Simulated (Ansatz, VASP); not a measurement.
# In2O in VASP and in Ansatz

```xyz
3
Lattice="0.0000 3.1297 3.1297 3.1297 0.0000 3.1297 3.1297 3.1297 0.0000" Properties=species:S:1:pos:R:3 pbc="T T T"
In    1.5648    1.5648    1.5648
In    4.6945    4.6945    4.6945
O     0.0000    0.0000    0.0000
```

Alike in both runs: functional PBEsol; k mesh 6 × 6 × 6; occupations gaussian, width 0.1 eV; no spin polarisation.

Ansatz relaxed the structure, and its values are those at the end. VASP's run is a single point on that final structure, the one shown.

|  | VASP | Ansatz |
| --- | --- | --- |
| version | VASP 6.6.1 | Ansatz 0.2.0 |
| potentials or method | VASP PAW PBE potentials, release 64 (In_d, O) | scalar-relativistic, plane waves, PAW |
| plane-wave cutoff (eV) | 520 | 420 |
| valence electrons in the cell | 32 | 32 |

|  | VASP | Ansatz | Ansatz less VASP |
| --- | --- | --- | --- |
| gap on the k mesh at the Fermi level (eV) | none | none | - |
| pressure (GPa) | 0.0 | 0.1 | +0.02 |

A gap of «none» marks a metal or a gap that the smearing closes. The functional is the same, so the differences come from potentials, cutoffs and numerics.

Caveats: the PAW data sets were made with another functional, which shifts forces and pressure a little (VASP).
